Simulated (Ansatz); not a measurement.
Set up this calculation in Ansatz 0.2.0, as the native input.

```
Task                                : band structure
Functional                          : HSE03
Potentials or basis                 : Ansatz PAW
Cutoff                              : 420 eV (not typed: the program's choice for these potentials)
k mesh                              : 6 × 6 × 3
Occupations                         : fermi-dirac, width 0.05 eV
Spin                                : no spin polarisation
Path                                : [["G", "M", "K", "G", "A", "L", "H", "A"], ["L", "M"], ["K", "H"]]
Points for each segment of the path : 4
```

Crystal: SiC (Moissanite).

```
CELL_PARAMETERS angstrom
3.07600 0.00000 0.00000
-1.53800 2.66389 0.00000
0.00000 0.00000 5.04800
ATOMIC_POSITIONS crystal
Si 0.66667 0.33333 0.50000
Si 0.33333 0.66667 0.00000
C 0.66667 0.33333 0.88500
C 0.33333 0.66667 0.38500
```

One way to write it, as run:

input.yaml

```yaml
crystal:
  lattice:
    - [3.076, 0.0, 0.0]
    - [-1.538, 2.663894142, 0.0]
    - [0.0, 0.0, 5.048]
  atoms:
    - { symbol: Si, position: [0.6666666667, 0.3333333333, 0.5] }
    - { symbol: Si, position: [0.3333333333, 0.6666666667, 0.0] }
    - { symbol: C, position: [0.6666666667, 0.3333333333, 0.885] }
    - { symbol: C, position: [0.3333333333, 0.6666666667, 0.385] }
hamiltonian:
  xc: { exchange: pbe, correlation: pbe, exx: { coeff: 0.25, omega: 0.3 } }
  pseudopotentials: { kind: paw }
kpoints:
  mp_grid: { grid: [6, 6, 3] }
  band_path:
    path:
      - [[0.0, 0.0, 0.0], [0.5, 0.0, 0.0], [0.3333333333, 0.3333333333, 0.0], [0.0, 0.0, 0.0], [0.0, 0.0, 0.5], [0.5, 0.0, 0.5], [0.3333333333, 0.3333333333, 0.5], [0.0, 0.0, 0.5]]
      - [[0.5, 0.0, 0.5], [0.5, 0.0, 0.0]]
      - [[0.3333333333, 0.3333333333, 0.0], [0.3333333333, 0.3333333333, 0.5]]
    npoints: 4
scf:
  occupations: { method: fermi_dirac, width: 0.05 }
  n_extra_bands: 10
output:
  forces: true
  stress: true
  eigenvalues: true
  fatbands: false
```

Potentials or basis: Ansatz PAW.

Command:

```sh
$ ansatz run input.yaml --threads 2 --pin off --max-ram 5632MiB --backend cpu --events-out ev --progress --plain --runs-dir out
```

It gave:

```json
{"Pressure": "-0.7 GPa", "Largest force": "0.768 eV/Å", "Band gap on the k mesh": "2.99 eV, indirect (least direct gap 4.96 eV)", "Band gap along the path": "2.99 eV, indirect (least direct gap 4.96 eV)"}
```

Caveat: the PAW data sets come from PBE, with cores solved anew for the run's functional, which leaves a small shift of forces and pressure; the thresholds are loose for stress.

Wall time 58 s on 2 threads of Intel(R) Xeon(R) 6975P-C (Granite Rapids), with other jobs on the host, peak memory 0.78 GiB.
